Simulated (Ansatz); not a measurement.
Computed with Ansatz on PBE0-D4/def2-TZVP structures; ΔE is electronic, products minus reactants. CCSD(T)/CBS is the MP2 limit (def2-TZVPP, def2-QZVPP) plus CCSD(T) − MP2 in def2-TZVPP, frozen cores. DFT in def2-TZVPP. B3LYP here is the variant with VWN-RPA as its local correlation; programs differ in this. One conformer a species, not always the lowest.

`CCC(C)=O` + `BN[SiH2]O` → `BN[SiH2]OC` + acetone  (substitution at a C–C bond)

| level | ΔE (eV) |
| --- | --- |
| B3LYP-D4 | 0.55 |
| ωB97X-V | 0.58 |
| PBE0 | 0.61 |
| HF/def2-TZVPP | 0.50 |
| MP2/def2-TZVPP | 0.68 |
| CCSD(T)/def2-TZVPP | 0.63 |
| SCS-MP2/def2-QZVPP | 0.63 |
| HF/CBS(def2) | 0.49 |

Q: What does CCSD(T)/CBS give? (Best estimate.)

A: The calculation gave: +0.65 eV. The listed levels differ from it by -0.10, -0.07, -0.04, -0.15, 0.03, -0.02, -0.02, -0.16 eV.

Largest T1 diagnostic among the species: 0.013.

In def2-TZVPP, CCSD(T) changes the Hartree–Fock value by +0.13 eV (the triples alone add +0.01 eV) and MP2 by +0.18 eV.

CCSD(T)/CBS has its own doubt, a few kJ/mol and more with outer-core shells, so smaller differences from it don't rank the levels.
